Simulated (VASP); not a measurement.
Set up this calculation in VASP 6.6.1, as the native input.

| Property | Result |
| --- | --- |
| Task | single point |
| Functional | PBEsol |
| Potentials or basis | VASP PAW PBE potentials, release 64 (Be, C) |
| Cutoff | 520 eV |
| k mesh | 8 × 8 × 8 |
| Occupations | gaussian, width 0.1 eV |
| Spin | no spin polarisation |
| Dipole correction | no |
| Further INCAR settings | ALGO = Normal; EDIFF = 1e-07; NBANDS = 11 |

The structure of Be2C lies in POSCAR:

```
Be2C
1.0
    0.0000000000      2.1650000000      2.1650000000
    2.1650000000      0.0000000000      2.1650000000
    2.1650000000      2.1650000000      0.0000000000
Be C
2 1
Direct
    0.2500000000      0.2500000000      0.2500000000
    0.7500000000      0.7500000000      0.7500000000
    0.0000000000      0.0000000000      0.0000000000
```

These files were run (other wordings do the same):

INCAR

```
SYSTEM = Be2C
  PREC = Accurate
  ENCUT = 520
  EDIFF = 1E-7
  ISMEAR = 0
  SIGMA = 0.1
  LREAL = .FALSE.
  LASPH = .TRUE.
  NELM = 100
  ALGO = Normal
  ISIF = 2
  LWAVE = .FALSE.
  LCHARG = .FALSE.
  GGA = PS
  NBANDS = 11
```

KPOINTS

```
regular mesh
0
G
  8 8 8
  0 0 0
```

Potentials or basis: VASP PAW PBE potentials, release 64 (Be, C).

Run with:

```console
$ cat potpaw_PBE.64/Be/POTCAR potpaw_PBE.64/C/POTCAR > POTCAR
$ mpirun -np 1 vasp_std > vasp.out
```

It gave:

The pressure is -2.0 GPa. The band gap on the k mesh is 1.06 eV, indirect (least direct gap 4.08 eV).

Caveat: the PAW data sets were made with another functional, which shifts forces and pressure a little.

It took 2.7 s on 1 thread of Intel(R) Xeon(R) 6975P-C (Granite Rapids) (shared host), peak memory 0.13 GiB.
